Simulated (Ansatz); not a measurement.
`B/C=C/CC` + `C=C(N)O` → `BOC(=C)N` + `C=CCC`  (ligand exchange at a B–C bond)

Isolated molecules relaxed with PBE0-D4/def2-TZVP in Ansatz; ΔE leaves out vibrations. CCSD(T)/CBS is the MP2 limit (def2-TZVPP, def2-QZVPP) plus CCSD(T) − MP2 in def2-TZVPP, frozen cores. DFT in def2-TZVPP. B3LYP here is the variant with VWN-RPA as its local correlation; programs differ in this. One conformer a species, not always the lowest.

Problem. Is it downhill or uphill in electronic energy at CCSD(T)/CBS, and by how much? (Estimate.)

Solution. Computed: Downhill: ΔE = -93.7 kJ/mol.

Problem. What do these levels give: r2SCAN-D4, ωB97M-V, B3LYP, HF/def2-TZVPP, SCS-MP2/def2-TZVPP, CCSD(T)/def2-TZVPP, HF/def2-QZVPP, MP2/def2-QZVPP, SCS-MP2/def2-QZVPP, HF/CBS(def2), MP2/CBS(def2), CCSD/CBS(def2)? (An estimate is asked.)

Solution. Ansatz gave: r2SCAN-D4 -88.9, ωB97M-V -90.8, B3LYP -93.4, HF/def2-TZVPP -88.7, SCS-MP2/def2-TZVPP -93.4, CCSD(T)/def2-TZVPP -95.3, HF/def2-QZVPP -89.2, MP2/def2-QZVPP -90.7, SCS-MP2/def2-QZVPP -92.6, HF/CBS(def2) -89.3, MP2/CBS(def2) -89.8, CCSD/CBS(def2) -92.9 kJ/mol.

Largest T1 diagnostic among the species: 0.014.
